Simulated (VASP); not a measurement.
Wanted: the native input for a VASP 6.6.1 run.

```yaml
Task: relaxation of cell and atoms
Functional: r2SCAN
Potentials_or_basis: VASP PAW PBE potentials, release 64 (Nb_sv)
Cutoff: 600 eV
k_mesh: 18 × 18 × 10
Occupations: gaussian, width 0.1 eV
Spin: no spin polarisation
Further_INCAR_settings: ALGO = Normal; EDIFF = 1e-07; IBRION = 2; EDIFFG = -0.005; NSW = 90; ISIF = 3
```

The structure of Nb lies in POSCAR:

```
Nb
1.0
    2.9416827500      0.0000000000      0.0000000000
   -1.4708413800      2.5475719900      0.0000000000
    0.0000000000      0.0000000000      4.8037679400
Nb
2
Direct
    0.3333333300      0.6666666700      0.2500000000
    0.6666666700      0.3333333300      0.7500000000
```

This isn't the form of Nb at room conditions, which is bcc.

The input as run:

INCAR

```
SYSTEM = Nb
PREC = Accurate
ENCUT = 600
EDIFF = 1E-7
ISMEAR = 0
SIGMA = 0.1
LREAL = .False.
LASPH = .True.
NELM = 80
ALGO = Normal
ISIF = 3
LWAVE = .False.
LCHARG = .False.
METAGGA = R2SCAN
LMIXTAU = .True.
IBRION = 2
NSW = 90
EDIFFG = -0.005
```

KPOINTS

```
Automatic mesh
0
Gamma
  18 18 10
  0 0 0
```

Potentials or basis: VASP PAW PBE potentials, release 64 (Nb_sv).

The run is started by

```console
$ cat potpaw_PBE.64/Nb_sv/POTCAR > POTCAR
$ mpirun -np 1 vasp_std > vasp.out
```

It gave:

```json
{
 "Relaxed volume": "18.54 Å³/atom",
 "Relaxed cell": "a = 2.858 Å, b = 2.858 Å, c = 5.242 Å, α = 90.00°, β = 90.00°, γ = 120.00°",
 "Space group after relaxing (to 0.05 Å)": "P6_3/mmc (No. 194)",
 "Energy gained by relaxing": "73.5 meV/atom",
 "Ionic steps": "12",
 "Pressure after relaxing": "0.0 GPa",
 "Band gap on the k mesh": "none (metal or under the smearing width)"
}
```

Caveat: the PAW data sets were made with another functional, which shifts forces and pressure a little.

Run time: 31 min on 1 thread of Intel(R) Xeon(R) 6975P-C (Granite Rapids) (shared host), peak memory 0.29 GiB.
